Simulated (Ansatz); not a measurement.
# CoSi in Ansatz: the effect of functional

Crystal: CoSi.

```
Co Si
1.0
     2.78133    0.00000    0.00000
     0.00000    2.78133    0.00000
     0.00000    0.00000    2.78133
Co Si
1 1
Direct
  0.00000 0.00000 0.00000
  0.50000 0.50000 0.50000
```

Measurements of this composition are mostly on another form, of space group No. 198.

Alike in all runs:

* Program: Ansatz 0.2.0
* Task: band structure
* Potentials or basis: all-electron LAPW, scalar-relativistic
* Cutoff: 272 eV (chosen from the basis error)
* Basis error allowed: 0.001 eV/atom
* k mesh: 10 × 10 × 10
* Occupations: fermi-dirac, width 0.05 eV
* Spin: collinear spin, ferromagnetic start
* Starting moments: [2.0, 0.0] μB

```tsv
functional	pressure (GPa)	moment (μB)
PBE	0.8	0.56
LDA	?	?
PBEsol	-6.4	0.53
```

**Question.** What does the run with functional LDA give?

**Answer.** Pressure -12.4 GPa; moment 0.41 μB.
